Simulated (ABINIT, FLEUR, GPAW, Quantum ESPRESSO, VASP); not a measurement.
Hf: 5 runs at one level of theory

```
Hf
1.0
     3.13955    0.00000    0.00000
    -1.56978    2.71893    0.00000
     0.00000    0.00000   25.25374
Hf
5
Direct
  0.66667 0.33333 0.29699
  0.33333 0.66667 0.39849
  0.00000 0.00000 0.50000
  0.66667 0.33333 0.60151
  0.33333 0.66667 0.70301
```

Alike in all runs: functional PBE; k mesh 10 × 10 × 1; occupations fermi-dirac, width 0.05 eV; no spin polarisation; no spin-orbit coupling.

| program and potentials | plane-wave cutoff (eV) | notes | largest force (eV/Å) |
| --- | --- | --- | --- |
| ABINIT, JTH PAW PBE v2.0 | 517 | 12 valence electrons an atom on average | 0.693 |
| Quantum ESPRESSO, PseudoDojo 0.4.1 SR PBE standard | 789 | 12 valence electrons an atom on average | 0.682 |
| VASP, PBE PAW files Hf_pv, 520 eV | 520 | 10 valence electrons an atom on average | 0.686 |
| GPAW, GPAW PAW data sets (gpaw-data 1.2.1) | 450 | 12 valence electrons an atom on average | 0.684 |
| FLEUR, all-electron, FLAPW | - | - | 0.676 |

Force on atom 2 (Hf), eV/Å:

| program and potentials | x | y | z |
| --- | --- | --- | --- |
| ABINIT, JTH PAW PBE v2.0 | 0.000 | 0.000 | -0.693 |
| Quantum ESPRESSO, PseudoDojo 0.4.1 SR PBE standard | 0.000 | 0.000 | -0.682 |
| VASP, PBE PAW files Hf_pv, 520 eV | 0.000 | 0.000 | -0.686 |
| GPAW, GPAW PAW data sets (gpaw-data 1.2.1) | 0.000 | 0.000 | -0.684 |
| FLEUR, all-electron, FLAPW | 0.000 | 0.000 | -0.676 |

The atoms of the given cell lie far from their minimum at this level.

The functional is the same throughout but for its coding, so the spread measures potentials, basis and numerics; runs on potential files found faulty are left out.

All five runs give the same picture: the subsurface Hf atom is pushed outward, towards the surface layer next to it, with a force between 0.676 and 0.693 eV/Å. The in-plane components vanish by the threefold symmetry of the stacking. The direction fits the usual response of a close-packed metal surface, where the outer atoms lose neighbours and charge redistributes into the remaining back bonds, favouring a shorter first interlayer spacing. In-plane compression of the cell could push the same way by favouring a thicker film, and the force on this one atom can't separate the two effects.

The spread is small beside the force itself, so its sign and approximate size don't depend on the choice of potential. The VASP result, with fewer electrons treated as valence, lies within the range of the others, which suggests that freezing the deeper 5s shell matters little here. How far the layer spacings would change doesn't follow from these forces, since that also depends on the interlayer force constants and the coupled motion of the other layers.
